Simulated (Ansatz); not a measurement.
A 2-atom cell of HgTe started from a crystallographic database was put through Ansatz (plane waves). It starts from the PBE minimum.

The cell given to it:
```cif
data_structure
_symmetry_space_group_name_H-M 'P 1'
_symmetry_Int_Tables_number 1
_cell_length_a 4.7049
_cell_length_b 4.7049
_cell_length_c 4.7049
_cell_angle_alpha 60.000
_cell_angle_beta 60.000
_cell_angle_gamma 60.000
_cell_volume 73.64
loop_
_atom_site_label
_atom_site_type_symbol
_atom_site_fract_x
_atom_site_fract_y
_atom_site_fract_z
_atom_site_occupancy
Hg1 Hg 0.00000 0.00000 0.00000 1
Te1 Te 0.25000 0.25000 0.25000 1
```

The output, standing remarks left out:
```
Crystal: 2 atoms, lattice volume = 73.643 Å³
Basis set: ecut = 420 eV, 1459 PW (Γ)
Bands: 22, of which v1, the nominal top of the filled ones, is band 18 counted from 1 (17 counted from 0)
Symmetry: 24 space group operations
Space group: F-43m (ITA 216)
k-points: 16 of 216 (time reversal used)
preconditioner: auto → none  [σ=0.020 eV  ℏωp=18.4 eV]
relax step 1: F+E_penalty+E_count = -20569.76796593 eV  P = -2.278 GPa  Ω = 73.643 Å³
relax step 2: F+E_penalty+E_count = -20569.80012210 eV  P = +0.885 GPa  Ω = 67.695 Å³
relax step 3: F+E_penalty+E_count = -20569.80346641 eV  P = -0.119 GPa  Ω = 69.261 Å³
relax step 4: F+E_penalty+E_count = -20569.80357332 eV  P = -0.005 GPa  Ω = 69.072 Å³
relax step 5: F+E_penalty+E_count = -20569.80273375 eV  P = -0.003 GPa  Ω = 69.072 Å³  (SCF on a basis re-selected at this cell)
SCF converged after 6 iterations
Free energy (F): -20569.802734 eV
Internal energy: -20569.802380 eV  (E = F + TS)
E sigma→0 (E₀):  -20569.802557 eV
Entropy (-TS):   -0.000354 eV (-0.177 meV/atom)
Fermi energy:    8.242425 eV
--- Per-component energies (eV) ---
  E_band       = -785.878473
  E_kinetic    = 784.156252
  E_local      = -4857.896577
  E_nonlocal   = -231.581135
  E_hartree    = 2354.091775
  E_xc         = -341.835834
  E_vxc        = -365.250304
  E_paw        = -14385.293433
  E_vpaw       = -823.490954
  E_ewald      = -3892.147605
  E_core_change = 0.703466
  E_smearing   = -0.000354
--- Stress (GPa, compression-positive) ---
       -0.002630       0.000000       0.000000
        0.000000      -0.002630       0.000000
        0.000000       0.000000      -0.002630
  P = ⅓ Tr σ = -0.0026 GPa (-0.026 kbar)
--- Relaxed structure (4 steps of the walk, 4 accepted, 1 SCFs on fresh bases) ---
  F+E_penalty+E_count = -20569.80273375 eV
  cell:  # Å, volume = 69.0720 Å³
    - [0.000000, 3.256546, 3.256546]
    - [3.256546, 0.000000, 3.256546]
    - [3.256546, 3.256546, 0.000000]
  atoms:
    - { symbol: Hg, position: [0.000000, 0.000000, 0.000000] }
    - { symbol: Te, position: [0.250000, 0.250000, 0.250000] }
```

Question: Write the input file that gave this output.

Answer:
```yaml
crystal:
  # lattice and atoms as above
kpoints:
  mp_grid: { grid: [6, 6, 6] }
hamiltonian:
  xc: pbesol
scf:
  occupations: { method: fermi_dirac, width: 0.02 }
relax:
  f_tol: 0.005
  cell: {}
```
The relax steps with a changing cell volume need the relax block with cell. Close relatives of this functional can't be ruled out from these lines alone. This is the file that was run; thresholds and some counts can't be read off the log exactly.

Command: `ansatz run input.yaml --threads 2 --pin off --max-ram 2211MiB --backend cpu --events-out ev --progress --plain --runs-dir out`.

Spin-unpolarised throughout; all numbers are computed.
